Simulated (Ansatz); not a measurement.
Space group Fm-3m (No. 225). a = 5.112 Å, b = 5.112 Å, c = 5.112 Å, α = 90.00°, β = 90.00°, γ = 90.00°
```json
{"atom": "Li", "site": "4a", "symmetry": "m-3m", "x": "0.0000", "y": "0.0000", "z": "0.0000"}
{"atom": "Cl", "site": "4b", "symmetry": "m-3m", "x": "0.5000", "y": "0.0000", "z": "0.0000"}
```

Equation of state of this LiCl structure (not necessarily the ground state), with shape and atoms relaxed at each volume where symmetry leaves them free. Computed with DFT r2SCAN, scalar-relativistic, plane waves, PAW in Ansatz.

Plane waves to 500 eV, a k mesh through Γ of 8×8×8 on the computed 2-atom cell and Gaussian smearing (0.02 eV); no spin polarisation.

| V (Å³/atom) | E − E(largest V) (meV/atom) | P (GPa) | gap on mesh (eV) |
| --- | --- | --- | --- |
| 14.698 | 17.55 | 5.88 | 7.67 |
| 15.199 | 2.13 | 4.03 | 7.64 |
| 15.701 | -7.96 | 2.47 | 7.60 |
| 16.202 | -13.54 | 1.13 | 7.49 |
| 16.703 | -15.27 | 0.00 | 7.29 |
| 17.204 | -13.72 | -0.96 | 7.11 |
| 17.705 | -9.40 | -1.78 | 6.94 |
| 18.373 | 0.00 | -2.69 | 6.73 |

Fit a third-order Birch–Murnaghan equation to E(V).

V0 = 16.70 Å³/atom, B0 = 35 GPa, B0' = 4.4.